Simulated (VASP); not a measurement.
Here is a VASP 6.6.1 calculation.

Contents of INCAR:

```
SYSTEM = Zn
  PREC = Accurate
  ENCUT = 520
  EDIFF = 1E-6
  ISMEAR = -1
  SIGMA = 0.15
  LREAL = .FALSE.
  LASPH = .TRUE.
  NELM = 80
  ALGO = Normal
  ISIF = 2
  LWAVE = .FALSE.
  LCHARG = .FALSE.
  NBANDS = 12
```

Contents of KPOINTS:

```
regular mesh
0
G
  10 10 10
  0 0 0
```

Contents of POSCAR:

```
Zn
1.0
    0.0000000000      1.9906353334      1.9906353334
    1.9906353334      0.0000000000      1.9906353334
    1.9906353334      1.9906353334      0.0000000000
Zn
1
Direct
    0.0000000000      0.0000000000      0.0000000000
```

Potentials or basis: VASP PAW LDA potentials, release 64 (Zn).

Launch:

```sh
$ cat potpaw_LDA.64/Zn/POTCAR > POTCAR
$ mpirun -np 1 vasp_std > vasp.out
```

Task: Estimate the band gap on the k mesh.

Result: None (metal or under the smearing width).

Task: Predict the pressure.

Result: -9.8 GPa.
